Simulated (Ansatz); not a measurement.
**ZrC: frozen-core PAW against all-electron methods**

```xyz
2
Lattice="0.0000 2.3502 2.3267 2.3502 0.0000 2.3267 2.3502 2.3502 0.0000" Properties=species:S:1:pos:R:3 pbc="T T T"
Zr    2.3502    2.3502    2.3267
C     0.0000    0.0000    0.0000
```

Atom numbers follow the list: Zr1, C2.

Structure: COD 1562921, as refined from experiment and not relaxed. The listed cell was then made from it by scaling, straining or moving an atom.

Levels of theory: DFT, PBE, PAW with Ansatz's default frozen-core files, scalar-relativistic (Ansatz 0.2.0); DFT, PBE, all-electron PAW with datasets made for the crystal, scalar-relativistic (Ansatz 0.2.0); DFT, PBE, all-electron LAPW, scalar-relativistic (Ansatz 0.2.0).

For PAW: a Γ-centred 15×15×15 k mesh, Fermi–Dirac smearing of 0.05 eV, cutoff 420 eV, no spin polarisation. The crystal-made all-electron datasets (AE datasets) take a cutoff of 300 eV at this cell. LAPW targets a basis error of 0.25 meV/atom. The Ansatz runs share mesh, smearing and spin set-up. Plane-wave (PAW) pressures include the program's estimate of the Pulay term.

Stress and pressure are positive in compression.

Spin–orbit coupling is left out, which moves gradients at and beside heavy atoms by some per cent and at worst by a factor of two.

In a metal, gradients converge slowly with the k mesh: the values move by tens of per cent from one mesh to another, at times in sign, so only the comparison on one mesh counts.

| quantity | PAW | AE datasets | LAPW |
| --- | --- | --- | --- |
| pressure (GPa) | ? | 3.61 | 3.61 |
| stress xx (GPa) | ? | 2.33 | 2.32 |
| stress zz (GPa) | ? | 6.18 | 6.18 |
| field gradient Vzz at Zr1 (10²¹ V/m²) | -1.51 | -1.51 | – |

(1) What belongs in the row "stress xx (GPa)", column "PAW"?

(2) Give the missing entry: row "stress zz (GPa)", column "PAW".

(3) What belongs in the row "pressure (GPa)", column "PAW"?

Answers

(1) 2.26.

(2) 6.11.

(3) 3.55.
